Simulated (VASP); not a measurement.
Crystal: Te.

```xyz
1
Lattice="2.3059 1.3313 1.6910 -2.3059 1.3313 1.6910 0.0000 -2.6626 1.6910" Properties=species:S:1:pos:R:3 pbc="T T T"
Te    0.0000    0.0000    2.5364
```

This isn't the form of Te at room conditions, which is trigonal, of chains.

Base run:

```yaml
Program: VASP 6.6.1
Functional: SCAN
Potentials_or_basis: VASP PAW PBE potentials, release 64 (Te)
Cutoff: 520 eV
k_mesh: 9 × 9 × 9
Occupations: fermi-dirac, width 0.05 eV
Spin: no spin polarisation
```

Its results: pressure 0.2 GPa.

Question: The run is repeated on the same cell with these changes: functional from SCAN to r2SCAN. What comes out?

Answer: Pressure 2.1 GPa.

Caveats: the PAW data sets were made with another functional, which shifts forces and pressure a little.
